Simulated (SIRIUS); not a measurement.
## BN under changes of volume

One of the cells (9.145 Å³/atom); the others are scaled copies at fixed shape and fractional positions:

```
CELL_PARAMETERS angstrom
1.25112 0.72234 3.37293
-1.25112 0.72234 3.37293
0.00000 -1.44467 3.37293
ATOMIC_POSITIONS crystal
N 0.66724 0.66724 0.66724
B 0.00033 0.00033 0.00033
```

The cell is a database's computed one.

```yaml
Program: SIRIUS 7.12.0
Functional: PBEsol
Potentials_or_basis: all-electron FP-LAPW
Cutoff: 427 eV
Basis: apw+lo standard
k_mesh: 12 × 12 × 12
Occupations: fermi-dirac, width 0.05 eV
Spin: no spin polarisation
```

| volume (Å³/atom) | energy over the lowest point (meV/atom) | gap on the mesh (eV) |
| --- | --- | --- |
| 8.596 | 29.56 | 4.25 |
| 8.779 | 13.28 | 4.23 |
| 8.962 | 3.63 | 4.21 |
| 9.145 | 0.00 | 4.19 |
| 9.328 | 1.88 | 4.16 |
| 9.510 | 8.79 | 4.14 |
| 9.693 | ? | ? |

Question: What does the run at 9.693 Å³/atom give?

Answer: Energy over the lowest point 20.25 meV/atom; gap on the mesh 4.11 eV.

Worked out: A Birch-Murnaghan fit of order 3 (a polynomial in V^(-2/3)) to the other rows has its minimum at 9.17 Å³/atom with B0 = V·E''(V) = 239 GPa and B' = 3.5 at fixed shape and positions, which overstates the stiffness. It gives 20.34 meV/atom at 9.693 Å³/atom, against the run's 20.25. A straight line through the other rows of the gap, of slope -1.1 eV per unit of ln V, extrapolates to 4.12 eV, against the run's 4.11.

Energies are extrapolated to zero smearing.

A mesh can miss the band edges.
